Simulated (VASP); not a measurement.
Here is a VASP 6.6.1 calculation.

Contents of INCAR:

```
SYSTEM = Zn
PREC = Accurate
ENCUT = 520
EDIFF = 1E-6
ISMEAR = 0
SIGMA = 0.2
LREAL = .False.
LASPH = .True.
NELM = 100
ALGO = Fast
ISIF = 2
LWAVE = .False.
LCHARG = .False.
LDIPOL = .True.
IDIPOL = 3
DIPOL = 0.5 0.5 0.500
NBANDS = 25
```

Contents of KPOINTS:

```
regular mesh
0
Gamma
  7 7 1
  0 0 0
```

Contents of POSCAR:

```
Zn
1.0
    2.7786128662      0.0000000000      0.0000000000
    1.3893064331      2.4063493294      0.0000000000
    0.0000000000      0.0000000000     12.5374558100
Zn
3
Direct
    0.0000000000      0.0000000000      0.3190439959
    0.3333333333      0.3333333333      0.5000000000
    0.6666666667      0.6666666667      0.6809560041
```

Potentials or basis: VASP PAW LDA potentials, release 64 (Zn).

The run is started by

```bash
$ cat potpaw_LDA.64/Zn/POTCAR > POTCAR
$ mpirun -np 1 vasp_std > vasp.out
```

(1) Estimate the largest force.

(2) What does it give for the band gap on the k mesh?

Answers

(1) 0.133 eV/Å.

(2) none (metal or under the smearing width).

Caveat: the k mesh is coarse (spacing up to 0.37 Å⁻¹), so the values aren't converged.
